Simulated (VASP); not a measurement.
Write the native input for VASP 6.6.1 that does the following.

* Task: relaxation of cell and atoms
* Functional: PBEsol
* Potentials or basis: VASP PAW PBE potentials, release 64 (Si, O)
* Cutoff: 600 eV
* k mesh: 8 × 8 × 10
* Occupations: gaussian, width 0.03 eV
* Spin: no spin polarisation
* Further INCAR settings: ALGO = Normal; EDIFF = 1e-06; IBRION = 2; EDIFFG = -0.01; NSW = 90; ISIF = 3

The structure of SiO2 (Stishovite) lies in POSCAR:

```
SiO2
1.0
    4.1773000000      0.0000000000      0.0000000000
    0.0000000000      4.1773000000      0.0000000000
    0.0000000000      0.0000000000      2.6652000000
Si O
2 4
Direct
    0.0000000000      0.0000000000      0.0000000000
    0.5000000000      0.5000000000      0.5000000000
    0.3059000000      0.3059000000      0.0000000000
    0.1941000000      0.8059000000      0.5000000000
    0.6941000000      0.6941000000      0.0000000000
    0.8059000000      0.1941000000      0.5000000000
```

One way to write it, as run:

INCAR

```
SYSTEM = SiO2
PREC = Accurate
ENCUT = 600
EDIFF = 1E-6
ISMEAR = 0
SIGMA = 0.03
LREAL = .FALSE.
LASPH = .TRUE.
NELM = 80
ALGO = Normal
ISIF = 3
LWAVE = .FALSE.
LCHARG = .FALSE.
GGA = PS
IBRION = 2
NSW = 90
EDIFFG = -0.01
KPAR = 2
```

KPOINTS

```
regular mesh
0
G
  8 8 10
  0 0 0
```

Potentials or basis: VASP PAW PBE potentials, release 64 (Si, O).

Run with:

```console
$ cat potpaw_PBE.64/Si/POTCAR potpaw_PBE.64/O/POTCAR > POTCAR
$ mpirun -np 2 vasp_std > vasp.out
```

Results of the run:

```
Relaxed volume                         : 7.86 Å³/atom
Relaxed cell                           : a = 4.192 Å, b = 4.192 Å, c = 2.683 Å, α = 90.00°, β = 90.00°, γ = 90.00°
Space group after relaxing (to 0.05 Å) : P4_2/mnm (No. 136)
Energy gained by relaxing              : 1.6 meV/atom
Ionic steps                            : 5
Pressure after relaxing                : 0.0 GPa
Band gap on the k mesh                 : 5.34 eV, direct
```

Caveat: the PAW data sets were made with another functional, which shifts forces and pressure a little.

It took 90 s on 2 MPI ranks on AMD EPYC 7R13 Processor (Zen 3), on a shared host, peak memory 0.2 GiB a rank.
